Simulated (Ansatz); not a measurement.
# ZnSe (Stilleite) (F-43m) in Ansatz: notebook

Runs on ZnSe (Stilleite). Level: PBE. Tasks: single point.

Everything below comes from runs of Ansatz 0.2.0. Logs are shortened: lines on timing, memory, paths and dates and some standing lists are left out, and cuts for length are marked.

**What was measured.**

From “Alloy Disordering Effects on the Thermal Conductivity and Energy Gap Temperature Dependence of Cd1−xZnxSe Ternary Crystals Grown by the Bridgman Method”, 2023, pmc:10253836, for a bulk crystal of ZnSe at 300 K: band gap 2.695 ± 0.003 eV (an exciton energy, a little under the gap).

The results are compared with them further down.

**1. Starting point**

The structure is cubic, space group F-43m (No. 216). The conventional cell has a = 5.668 Å, b = 5.668 Å, c = 5.668 Å, α = 90.00°, β = 90.00°, γ = 90.00°. Around Se (site symmetry -43m) lie 4 Zn at 2.45 Å. Zn (site symmetry -43m) is surrounded by 4 Se at 2.45 Å.

**2. Single point, PBE**

File input.yaml:

```yaml
crystal:
  lattice:
    - [0.0, 2.8338, 2.8338]
    - [2.8338, 0.0, 2.8338]
    - [2.8338, 2.8338, 0.0]
  atoms:
    - { symbol: Se, position: [0.75, 0.75, 0.75] }
    - { symbol: Zn, position: [0.0, 0.0, 0.0] }
kpoints:
  mp_grid: { grid: [8, 8, 8] }
scf:
  occupations: { method: gaussian, width: 0.025 }
hamiltonian:
  xc: pbe
  pseudopotentials: { kind: all_electron, lapw: { basis_error: 0.001 } }
output:
  forces: true
  stress: true
  eigenvalues: true
```

Potentials or basis: all-electron LAPW, scalar-relativistic.

Started as:

```
ansatz run input.yaml --threads 1 --pin off --max-ram 3072MiB --backend cpu --events-out ev --progress --plain --runs-dir out
```

Standard output:

```text
Warning: RAYON_NUM_THREADS=1 ignored (pool sized by the plan → 1); use --threads N
LAPW: plane waves up to 9.032 Å⁻¹, error target 1.0e-3 eV per atom; small_component_spin mean_spin; Zn in spheres of 1.247 Å, 20 of its electrons in bands, Dirac shells []; Se in spheres of 1.207 Å, 24 of its electrons in bands, Dirac shells [] (how accurate: hamiltonian.pseudopotentials.lapw.basis_error, Limitations)
Engine: ansatz 0.2.0, x86_64-unknown-linux-gnu
Pseudopotentials: kind: all_electron
Pseudopotential: Se, LAPW, valence charge 24, lapw/all_electron/scalar/gaussian/Se, Koelling and Harmon's equation, gaussian nucleus
Pseudopotential: Zn, LAPW, valence charge 20, lapw/all_electron/scalar/gaussian/Zn, Koelling and Harmon's equation, gaussian nucleus
Functional definition: PBE
  parameter kappa = 0.804
  parameter beta = 0.06672455060314922
  exchange = pbe_x(kappa = kappa, mu = beta*pi^2/3)
  correlation = pbe_c(beta = beta)
Crystal: 2 atoms, lattice volume = 45.513 Å³
Basis set: ecut = 310.77737145820646 eV, 537 PW (Γ), exchange–correlation at level 2
Bands: 27, of which v1, the nominal top of the filled ones, is band 22 counted from 1 (21 counted from 0)
Symmetry: 24 space group operations
Space group: F-43m (ITA 216), of the structure as read, at distance tolerance 3.6e-5 Å
k-points: 29 of 512 (time reversal used)
Non-local potential: Se, projectors of the file, none
Non-local potential: Zn, projectors of the file, none
Initial density: superposition of atomic densities (chi_scale 0.1, normalization cell, long waves kept (reshape's long-wave potential 0.00 eV rms))
Initial wavefunctions: plane waves of lowest kinetic energy (no species holds an atomic orbital)
Functional: x = pbe(κ = 0.804, μ = 0.2195149727645171), c = pbe(β = 0.06672455060314922)
iter 1 solved again at ethr=1.62e-3 eV; its pass at ethr=1.00e-1 eV (dr2=7.13e-1 eV) is discarded
SCF iter   1: F=—  HF=-115000.392669 eV  |F-HF|=—  |Δ(HF+E_count)|=         —  Δρ=3.07e-2  dr2=7.14e-1  ethr=1.62e-3  ⟨swp⟩=2.0  Hψ=4933  notcnv=0
preconditioner: auto → none  [insulator: Δε(μ)=1.545 eV  Ē_g=12.185 eV  σ=0.025 eV  W_gap=1.00  n_scr=14 (ndim 8)  ℏωp=23.4 eV  f_vac=0.191  D(μ)=0.00/eV (n_scr^D=0)  ε∞_Penn≈4.7]
iter 2 solved again at ethr=7.18e-5 eV; its pass at ethr=1.62e-3 eV (dr2=3.16e-2 eV) is discarded
SCF iter   2: F=—  HF=-115000.177819 eV  |F-HF|=—  |Δ(HF+E_count)|=   2.15e-1  Δρ=9.43e-3  dr2=3.16e-2  ethr=7.18e-5  ⟨swp⟩=2.0  Hψ=4114  notcnv=0
SCF iter   3: F=—  HF=-115000.109519 eV  |F-HF|=—  |Δ(HF+E_count)|=   6.83e-2  Δρ=6.31e-3  dr2=1.52e-2  ethr=7.18e-5  ⟨swp⟩=3.0  Hψ=2545  notcnv=0
SCF iter   4: F=—  HF=-115000.102772 eV  |F-HF|=—  |Δ(HF+E_count)|=         —  Δρ=2.95e-3  dr2=3.46e-3  ethr=3.45e-5  ⟨swp⟩=2.0  Hψ=2361  notcnv=0
the basis was enlarged: its passes take 30.6 KiB over the memory plan, 1 of 1 planned eigensolver slots
SCF iter   5: F=—  HF=-115000.103006 eV  |F-HF|=—  |Δ(HF+E_count)|=   2.34e-4  Δρ=5.94e-4  dr2=1.08e-4  ethr=7.87e-6  ⟨swp⟩=2.0  Hψ=2242  notcnv=0
SCF iter   6: F=—  HF=-115000.103025 eV  |F-HF|=—  |Δ(HF+E_count)|=   1.86e-5  Δρ=8.86e-5  dr2=2.70e-6  ethr=2.45e-7  ⟨swp⟩=2.2  Hψ=2233  notcnv=0
SCF iter   7: F=-115000.103031 eV  HF=-115000.103031 eV  |F-HF|=5.28e-8  |Δ(HF+E_count)|=   6.26e-6  Δρ=1.16e-5  dr2=5.81e-8  ethr=6.14e-9  ⟨swp⟩=3.0  Hψ=2356  notcnv=0
SCF 1 converged in 7 iterations: F = -115000.103031 eV  dr2 = 5.81e-8
SCF converged after 7 iterations
Free energy (F): -115000.103031 eV
Harris-Foulkes:  -115000.103031 eV  (|F-HF|=5.28e-8)
Internal energy: -115000.103031 eV  (E = F + TS)
E sigma→0 (E₀):  -115000.103031 eV
Fermi energy:    8.688306 eV
--- Per-component energies (eV) ---
  E_band       = -2238.179028
  E_kinetic    = 117467.982470
  E_xc         = -4346.730508
  E_electrostatic = -228121.354994  (all electrons and nuclei)
  E_smearing   = -0.000000  (= −TS)
  E_closure    = 0.000000  (closes the sum)
  E_atoms      = -114994.086913  (free atoms, spherical and without spin; not in F)
  Σ components = -115000.103031   (vs F -115000.103031, Δ=0.00e0)
  Basis errors (estimates in eV, not in F): energy 4.4e-4 per atom: plane waves 4.0e-4 (2.4e-4 summed), levels above the bands 0.0e0, relativity 4.1e-8, radial functions 3.8e-5, core shells 4.4e-10; eigenvalues (radial functions only) 1.6e-6; not estimated: angular momenta, meshes, grids; target (lapw.basis_error) 1.0e-3; muffin-tin radii Zn 1.247 Å, Se 1.207 Å
--- Forces (eV/Å), atoms counted from 1 ---
  atom   1  Se    -0.00000000     0.00000000     0.00000000
  atom   2  Zn     0.00000000    -0.00000000    -0.00000000
  max |Σ_I F_I| component: 3.24e-17 eV/Å
--- Stress (GPa, compression-positive) ---
        2.124109      -0.000000      -0.000000
       -0.000000       2.124109       0.000000
       -0.000000       0.000000       2.124109
  P = ⅓ Tr σ = 2.1241 GPa (21.241 kbar)
--- Band table (eV; the first three rows and the last of 29) ---
  k-point 0: bands = ["-199.1286", "-138.5953", "-138.5953", "-138.5953", "-117.1573", "-71.3257", "-71.3257", "-71.3257", "-38.8128", "-38.8128", "-38.8128", "-38.8086", "-38.8086", "-5.2173", "1.5043", "1.5043", "1.5043", "1.8747", "1.8747", "8.0429", "8.0429", "8.0429", "9.3332", "13.8549", "13.8549", "13.8549", "17.9737"]
  k-point 1: bands = ["-199.1286", "-138.5953", "-138.5953", "-138.5953", "-117.1573", "-71.3257", "-71.3257", "-71.3257", "-38.8128", "-38.8128", "-38.8128", "-38.8086", "-38.8086", "-5.1167", "1.5113", "1.5202", "1.5202", "1.8733", "1.8733", "6.7274", "7.8912", "7.8912", "10.3185", "13.7945", "14.1085", "14.1085", "18.7370"]
  k-point 2: bands = ["-199.1286", "-138.5953", "-138.5953", "-138.5953", "-117.1573", "-71.3257", "-71.3257", "-71.3257", "-38.8128", "-38.8127", "-38.8127", "-38.8086", "-38.8086", "-4.8555", "1.5550", "1.5550", "1.5667", "1.8748", "1.8748", "5.0004", "7.5669", "7.5669", "10.7932", "14.4866", "14.4866", "14.6095", "18.4975"]
  k-point 28: bands = ["-199.1286", "-138.5953", "-138.5953", "-138.5953", "-117.1573", "-71.3257", "-71.3257", "-71.3257", "-38.8128", "-38.8127", "-38.8125", "-38.8086", "-38.8085", "-4.1561", "1.6216", "1.7118", "1.8419", "1.8451", "2.1749", "3.3625", "5.2841", "5.3839", "13.5255", "13.5984", "15.0147", "15.7564", "19.7574"]
```

Wall time 19 s (1 thread of Intel Xeon at 2.50GHz (Skylake/Cascade Lake), shared host); peak memory 0.32 GiB.

What came out:

| Quantity | Value |
| --- | --- |
| Free energy | -115000.1030 eV |
| Pressure | 2.1 GPa |
| Band gap on the k mesh | 1.29 eV, direct |

**3. Single point, PBE**

input.yaml, as its differences from that of step 2:

```diff
@@ -11,3 +11,3 @@
 scf:
-  occupations: { method: gaussian, width: 0.025 }
+  occupations: { method: gaussian, width: 0.017 }
 hamiltonian:
```

Potentials or basis: all-electron LAPW, scalar-relativistic.

Started as:

```
ansatz run input.yaml --threads 1 --pin off --max-ram 3072MiB --backend cpu --events-out ev --progress --plain --runs-dir out
```

Standard output:

```text
Warning: RAYON_NUM_THREADS=1 ignored (pool sized by the plan → 1); use --threads N
LAPW: plane waves up to 9.032 Å⁻¹, error target 1.0e-3 eV per atom; small_component_spin mean_spin; Zn in spheres of 1.247 Å, 20 of its electrons in bands, Dirac shells []; Se in spheres of 1.207 Å, 24 of its electrons in bands, Dirac shells [] (how accurate: hamiltonian.pseudopotentials.lapw.basis_error, Limitations)
Engine: ansatz 0.2.0, x86_64-unknown-linux-gnu
Pseudopotentials: kind: all_electron
Pseudopotential: Se, LAPW, valence charge 24, lapw/all_electron/scalar/gaussian/Se, Koelling and Harmon's equation, gaussian nucleus
Pseudopotential: Zn, LAPW, valence charge 20, lapw/all_electron/scalar/gaussian/Zn, Koelling and Harmon's equation, gaussian nucleus
Functional definition: PBE
  parameter kappa = 0.804
  parameter beta = 0.06672455060314922
  exchange = pbe_x(kappa = kappa, mu = beta*pi^2/3)
  correlation = pbe_c(beta = beta)
Crystal: 2 atoms, lattice volume = 45.513 Å³
Basis set: ecut = 310.77737145820646 eV, 537 PW (Γ), exchange–correlation at level 2
Bands: 27, of which v1, the nominal top of the filled ones, is band 22 counted from 1 (21 counted from 0)
Symmetry: 24 space group operations
Space group: F-43m (ITA 216), of the structure as read, at distance tolerance 3.6e-5 Å
k-points: 29 of 512 (time reversal used)
Non-local potential: Se, projectors of the file, none
Non-local potential: Zn, projectors of the file, none
Initial density: superposition of atomic densities (chi_scale 0.1, normalization cell, long waves kept (reshape's long-wave potential 0.00 eV rms))
Initial wavefunctions: plane waves of lowest kinetic energy (no species holds an atomic orbital)
Functional: x = pbe(κ = 0.804, μ = 0.2195149727645171), c = pbe(β = 0.06672455060314922)
iter 1 solved again at ethr=1.62e-3 eV; its pass at ethr=1.00e-1 eV (dr2=7.13e-1 eV) is discarded
SCF iter   1: F=—  HF=-115000.392669 eV  |F-HF|=—  |Δ(HF+E_count)|=         —  Δρ=3.07e-2  dr2=7.14e-1  ethr=1.62e-3  ⟨swp⟩=2.0  Hψ=4933  notcnv=0
preconditioner: auto → none  [insulator: Δε(μ)=1.545 eV  Ē_g=12.185 eV  σ=0.017 eV  W_gap=1.00  n_scr=14 (ndim 8)  ℏωp=23.4 eV  f_vac=0.191  D(μ)=0.00/eV (n_scr^D=0)  ε∞_Penn≈4.7]
iter 2 solved again at ethr=7.18e-5 eV; its pass at ethr=1.62e-3 eV (dr2=3.16e-2 eV) is discarded
SCF iter   2: F=—  HF=-115000.177819 eV  |F-HF|=—  |Δ(HF+E_count)|=   2.15e-1  Δρ=9.43e-3  dr2=3.16e-2  ethr=7.18e-5  ⟨swp⟩=2.0  Hψ=4124  notcnv=0
SCF iter   3: F=—  HF=-115000.109519 eV  |F-HF|=—  |Δ(HF+E_count)|=   6.83e-2  Δρ=6.31e-3  dr2=1.52e-2  ethr=7.18e-5  ⟨swp⟩=3.0  Hψ=2564  notcnv=0
SCF iter   4: F=—  HF=-115000.102772 eV  |F-HF|=—  |Δ(HF+E_count)|=         —  Δρ=2.95e-3  dr2=3.46e-3  ethr=3.45e-5  ⟨swp⟩=2.0  Hψ=2372  notcnv=0
the basis was enlarged: its passes take 30.6 KiB over the memory plan, 1 of 1 planned eigensolver slots
SCF iter   5: F=—  HF=-115000.103006 eV  |F-HF|=—  |Δ(HF+E_count)|=   2.34e-4  Δρ=5.94e-4  dr2=1.08e-4  ethr=7.87e-6  ⟨swp⟩=2.0  Hψ=2324  notcnv=0
SCF iter   6: F=—  HF=-115000.103025 eV  |F-HF|=—  |Δ(HF+E_count)|=   1.86e-5  Δρ=8.86e-5  dr2=2.70e-6  ethr=2.45e-7  ⟨swp⟩=2.2  Hψ=2238  notcnv=0
SCF iter   7: F=-115000.103031 eV  HF=-115000.103031 eV  |F-HF|=5.19e-8  |Δ(HF+E_count)|=   6.26e-6  Δρ=1.16e-5  dr2=5.81e-8  ethr=6.14e-9  ⟨swp⟩=3.0  Hψ=2356  notcnv=0
SCF 1 converged in 7 iterations: F = -115000.103031 eV  dr2 = 5.81e-8
SCF converged after 7 iterations
Free energy (F): -115000.103031 eV
Harris-Foulkes:  -115000.103031 eV  (|F-HF|=5.19e-8)
Internal energy: -115000.103031 eV  (E = F + TS)
E sigma→0 (E₀):  -115000.103031 eV
Fermi energy:    8.688163 eV
--- Per-component energies (eV) ---
  E_band       = -2238.179050
  E_kinetic    = 117467.982682
  E_xc         = -4346.730526
  E_electrostatic = -228121.355188  (all electrons and nuclei)
  E_smearing   = -0.000000  (= −TS)
  E_closure    = 0.000000  (closes the sum)
  E_atoms      = -114994.086913  (free atoms, spherical and without spin; not in F)
  Σ components = -115000.103031   (vs F -115000.103031, Δ=0.00e0)
  Basis errors (estimates in eV, not in F): energy 4.4e-4 per atom: plane waves 4.0e-4 (2.4e-4 summed), levels above the bands 0.0e0, relativity 4.1e-8, radial functions 3.8e-5, core shells 4.4e-10; eigenvalues (radial functions only) 1.6e-6; not estimated: angular momenta, meshes, grids; target (lapw.basis_error) 1.0e-3; muffin-tin radii Zn 1.247 Å, Se 1.207 Å
--- Forces (eV/Å), atoms counted from 1 ---
  atom   1  Se    -0.00000000     0.00000000     0.00000000
  atom   2  Zn     0.00000000    -0.00000000     0.00000000
  max |Σ_I F_I| component: 6.01e-17 eV/Å
--- Stress (GPa, compression-positive) ---
        2.124113      -0.000000      -0.000000
       -0.000000       2.124113       0.000000
       -0.000000       0.000000       2.124113
  P = ⅓ Tr σ = 2.1241 GPa (21.241 kbar)
--- Band table (eV; the first three rows and the last of 29) ---
  k-point 0: bands = ["-199.1286", "-138.5953", "-138.5953", "-138.5953", "-117.1573", "-71.3257", "-71.3257", "-71.3257", "-38.8128", "-38.8128", "-38.8128", "-38.8086", "-38.8086", "-5.2173", "1.5043", "1.5043", "1.5043", "1.8747", "1.8747", "8.0429", "8.0429", "8.0429", "9.3332", "13.8549", "13.8549", "13.8549", "17.9737"]
  k-point 1: bands = ["-199.1286", "-138.5953", "-138.5953", "-138.5953", "-117.1573", "-71.3257", "-71.3257", "-71.3257", "-38.8128", "-38.8128", "-38.8128", "-38.8086", "-38.8086", "-5.1167", "1.5113", "1.5202", "1.5202", "1.8733", "1.8733", "6.7274", "7.8912", "7.8912", "10.3185", "13.7945", "14.1085", "14.1085", "18.7370"]
  k-point 2: bands = ["-199.1286", "-138.5953", "-138.5953", "-138.5953", "-117.1573", "-71.3257", "-71.3257", "-71.3257", "-38.8128", "-38.8127", "-38.8127", "-38.8086", "-38.8086", "-4.8555", "1.5550", "1.5550", "1.5667", "1.8748", "1.8748", "5.0004", "7.5669", "7.5669", "10.7932", "14.4866", "14.4866", "14.6095", "18.4975"]
  k-point 28: bands = ["-199.1286", "-138.5953", "-138.5953", "-138.5953", "-117.1573", "-71.3257", "-71.3257", "-71.3257", "-38.8128", "-38.8127", "-38.8125", "-38.8086", "-38.8085", "-4.1561", "1.6216", "1.7118", "1.8419", "1.8451", "2.1749", "3.3625", "5.2841", "5.3839", "13.5255", "13.5984", "15.0147", "15.7564", "19.7574"]
```

Wall time 19 s (1 thread of Intel Xeon at 2.50GHz (Skylake/Cascade Lake), shared host); peak memory 0.32 GiB.

What came out:

| Item | Value |
| --- | --- |
| Free energy | -115000.1030 eV |
| Pressure | 2.1 GPa |
| Band gap on the k mesh | 1.29 eV, direct |

**4. Comparison with measurements**

Step 2. Against the measured gap of ZnSe, 2.695 eV (an exciton energy, a little under the gap; 300 K; “Alloy Disordering Effects on the Thermal Conductivity and Energy Gap Temperature Dependence of Cd1−xZnxSe Ternary Crystals Grown by the Bridgman Method”, 2023, pmc:10253836), the calculated 1.29 eV is off by -1.40 eV. So large a miss can be the level of theory's own, or it may mean another phase, state or a wrong row. Spin-orbit coupling on Se is left out. The value is that of PBE, without temperature or zero-point motion. Semilocal functionals fall short of measured gaps as a rule.

Step 3. Against the measured gap of ZnSe, 2.695 eV (an exciton energy, a little under the gap; 300 K; “Alloy Disordering Effects on the Thermal Conductivity and Energy Gap Temperature Dependence of Cd1−xZnxSe Ternary Crystals Grown by the Bridgman Method”, 2023, pmc:10253836), the calculated 1.29 eV is off by -1.40 eV. So large a miss can be the level of theory's own, or it may mean another phase, state or a wrong row. Spin-orbit coupling on Se is left out. The value is that of PBE, without temperature or zero-point motion. Semilocal functionals fall short of measured gaps as a rule.
